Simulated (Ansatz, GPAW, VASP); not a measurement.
## InPd: programs and potentials compared

```
CELL_PARAMETERS angstrom
3.27188 0.00000 0.00000
0.00000 3.27188 0.00000
0.00000 0.00000 3.27188
ATOMIC_POSITIONS crystal
In 0.00000 0.00000 0.00000
Pd 0.50000 0.50000 0.50000
```

The cell comes from a database or a generator and needn't be the stable form of this composition.

Alike in all runs: task band structure; functional PBEsol; k mesh 8 × 8 × 8; occupations fermi-dirac, width 0.05 eV; no spin polarisation; no spin-orbit coupling. Pressure is positive in compression and, in plane waves, holds the error of the finite cutoff, which Ansatz's Pulay term estimates and takes out.

```csv
program and potentials,plane-wave cutoff (eV),notes,band gap (eV),pressure (GPa)
"Ansatz, all-electron LAPW, scalar-relativistic",-,-,no gap,-2.97
"GPAW, PAW data sets generated for this functional",600,14.5 valence electrons an atom on average,no gap,-3.14
"Ansatz, PAW datasets made for the crystal",260,11.5 valence electrons an atom on average,no gap,-2.97
"VASP, PBE PAW files In_d, Pd, 520 eV",520,potentials made for PBE; 11.5 valence electrons an atom on average,no gap,-2.83
```

None finds a gap. The pressure spans -3.14 (GPAW, PAW data sets generated for this functional) to -2.83 GPa (VASP, PBE PAW files In_d, Pd, 520 eV), with all-electron results at -2.97.

Differences between rows come from potentials, basis sets and numerical settings, since the functional is the same but for its coding. Runs on potential files found faulty are left out.

The missing gap follows from electron counting: the primitive cell holds one In and one Pd atom and so an odd number of electrons, which cannot fill spin-degenerate bands completely. Agreement on metallic character is therefore a weak test of the potentials. In this type of intermetallic, the Pd d states are expected to lie largely below the Fermi level and to mix with the broad In s and p bands.

The pressure is more telling. Its negative sign in every row means that the cell is stretched relative to the PBEsol equilibrium volume and would contract on relaxation. The scatter is small beside this common tension, so the direction is secure. Treating more electrons as valence does not by itself bring the pressure closer to the all-electron value: GPAW has the most, yet deviates slightly more than VASP with its PBE potentials, while the crystal-specific datasets reproduce the reference with fewer. Close pressures do not, however, establish equally close band energies, such as the depth of the Pd d states.
